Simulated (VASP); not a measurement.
Set up this calculation in VASP 6.6.1, as the native input.

```
Task                   : single point
Functional             : PBE
Potentials or basis    : VASP PAW PBE potentials, release 64 (Al)
Cutoff                 : 520 eV
k mesh                 : 18 × 18 × 18
Occupations            : gaussian, width 0.1 eV
Spin                   : no spin polarisation
Dipole correction      : no
Further INCAR settings : ALGO = Normal; EDIFF = 1e-07; NBANDS = 8
```

The structure of Al lies in POSCAR:

```
Al
1.0
   -1.6175102401      1.6175102401      1.6175102401
    1.6175102401     -1.6175102401      1.6175102401
    1.6175102401      1.6175102401     -1.6175102401
Al
1
Direct
    0.0000000000      0.0000000000      0.0000000000
```

This isn't the form of Al at room conditions, which is fcc.

These files were run (other wordings do the same):

INCAR

```
ALGO = Normal
EDIFF = 1E-7
ENCUT = 520
GGA = PE
ISIF = 2
ISMEAR = 0
LASPH = True
LCHARG = True
LELF = True
LREAL = False
LVHAR = True
LWAVE = False
NBANDS = 8
NELM = 100
PREC = Accurate
SIGMA = 0.1
```

KPOINTS

```
k-points
0
Gamma
  18 18 18
```

Potentials or basis: VASP PAW PBE potentials, release 64 (Al).

Command:

```console
$ cat potpaw_PBE.64/Al/POTCAR > POTCAR
$ mpirun -np 1 vasp_std > vasp.out
```

It gave:

```json
{
  "Pressure": "0.0 GPa",
  "Band gap on the k mesh": "none (metal or under the smearing width)"
}
```

Run time: 14 s on 1 thread of Intel(R) Xeon(R) Platinum 8488C (Sapphire Rapids), with other jobs on the host, peak memory 0.14 GiB.
